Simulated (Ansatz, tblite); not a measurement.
# CaO with GFN2-xTB from a Python script

These are simulated results from tblite 0.8.0, not measurements. The cell was built from a prototype and was relaxed with r2SCAN in plane waves (Ansatz 0.2.0). Not every such cell is a known phase. All runs are without spin polarisation.

The symmetry is P6_3/mmc (No. 194, hexagonal); a = 3.981 Å, c = 4.770 Å in the conventional setting, 16.37 Å³ an atom. Ca is surrounded by 5 O at 2.30–2.39 Å; O is surrounded by 5 Ca at 2.30–2.39 Å.

tblite solves periodic systems at the zone centre alone, so the script builds a cluster of 3×3×2 conventional cells (72 atoms), which folds in a coarse mesh of k points.

Input script:

```python
import json
from ase import Atoms
from ase.build import make_supercell
from ase.units import Bohr, GPa, Hartree
from tblite.interface import Calculator

atoms = Atoms(['Ca', 'Ca', 'O', 'O'],
              cell=[[3.98102687, 0.0, 0.0], [-1.99051343, 3.4476704, 0.0], [0.0, 0.0, 4.77011519]],
              scaled_positions=[[0.333333333, 0.666666667, 0.25], [0.666666667, 0.333333333, 0.75], [0.666666667, 0.333333333, 0.25], [0.333333333, 0.666666667, 0.75]],
              pbc=True)
cluster = make_supercell(atoms, [[3, 0, 0], [0, 3, 0], [0, 0, 2]])
calc = Calculator('GFN2-xTB', cluster.numbers, cluster.positions / Bohr, lattice=cluster.cell[:] / Bohr, periodic=cluster.pbc)
calc.set('temperature', 0.02 / Hartree)
calc.set('max-iter', 150)
res = calc.singlepoint()
levels = res.get('orbital-energies') * Hartree
nv = round(res.get('orbital-occupations').sum() / 2)
cells = len(cluster) // len(atoms)
out = {'energy_per_cell': res.get('energy') * Hartree / cells, 'homo': levels[nv - 1], 'lumo': levels[nv],
       'stress': (-res.get('virial') * Hartree / cluster.get_volume() / GPa).tolist(), 'charges': res.get('charges')[:len(atoms)].tolist(), 'electrons': 2 * nv / cells}
json.dump(out, open('results.json', 'w'))
for key, value in out.items():
    print(key, value)
```

Command: `python run.py`. It took 7.5 s on 1 thread of Arm Neoverse V2, on a shared host, peak memory 0.12 GiB.

What it printed:

```
------------------------------------------------------------
  cycle        total energy    energy error   density error
------------------------------------------------------------
      1     -143.3424640215  -1.4351305E+02   5.7613102E-01
      2     -163.3596966289  -2.0017233E+01   2.2397839E-01
      3     -165.3162058348  -1.9565092E+00   6.7542113E-02
      4     -164.8483964730   4.6780936E-01   9.9111454E-02
      5     -163.5084980661   1.3398984E+00   1.4340246E-01
      6     -165.3568151502  -1.8483171E+00   6.3331579E-02
      7     -165.5218927852  -1.6507763E-01   5.6169249E-02
      8     -165.6518157382  -1.2992295E-01   4.5548285E-02
      9     -165.6991566278  -4.7340890E-02   4.1149796E-02
     10     -165.7632136862  -6.4057058E-02   3.4137364E-02
     11     -165.7914358930  -2.8222207E-02   3.0348108E-02
     12     -165.8780886953  -8.6652802E-02   1.2572257E-02
     13     -165.8971963472  -1.9107652E-02   4.8430251E-03
     14     -165.8977606105  -5.6426329E-04   3.1403876E-03
     15     -165.8978384786  -7.7868050E-05   2.6762189E-03
     16     -165.8978126976   2.5780949E-05   2.2151728E-03
     17     -165.8979792858  -1.6658822E-04   1.1336003E-03
     18     -165.8979893163  -1.0030459E-05   6.9133203E-04
     19     -165.8979965637  -7.2474191E-06   2.5948540E-04
     20     -165.8979972946  -7.3090956E-07   7.5749007E-05
     21     -165.8979974056  -1.1101926E-07   4.4614245E-05
     22     -165.8979975034  -9.7726939E-08   6.4364117E-06
------------------------------------------------------------

 total:                                   7.022 sec
energy_per_cell -250.79524726296984
homo -13.09285449500643
lumo -13.059603263781549
stress [[-18.749236000819128, -9.25771781743999e-05, 6.966933323193455e-07], [-9.257717817471074e-05, -18.74934293322333, -4.022337801252633e-07], [6.966933322149457e-07, -4.0223378015694607e-07, -14.032195544997526]]
charges [0.4986718285287225, 0.4986684440395174, -0.49867106724837007, -0.4986724385146095]
electrons 16.0
```

The cycle table is in hartree for the whole cluster, and the lines after it are in eV (the energy for one cell). The printed stress is in GPa and positive in compression, and the pressure is its mean diagonal.

GFN2-xTB gives a gap of 0.03 eV. On the same cell, plane-wave PBE (Ansatz, 12×12×6 k points and the special points) gives a gap of 3.21 eV and r2SCAN a gap of 3.63 eV; on shared hosts these took about 4.8 and 15 core-seconds on the 4-atom cell, against 7.5 for the script. Semilocal gaps usually lie below measured ones. This method closes a gap that PBE finds, a failure in kind.

The same script was run on cells scaled at fixed shape and fractional coordinates:

```tsv
volume (Å³/atom)	energy (meV/atom)	pressure (GPa, positive in compression)	gap (eV)
14.40	-215.5	-17.47	0.33
15.39	-107.3	-17.71	0.15
16.37	0.0	-17.18	0.03
17.35	102.6	-16.28	0.04
18.33	199.6	-15.37	0.12
```

The minimum lies beyond the smallest of these volumes.

xTB was fitted mostly to molecules, and a small cluster samples few k points, so gaps, pressures and kinks along a curve can be far from a solid's.
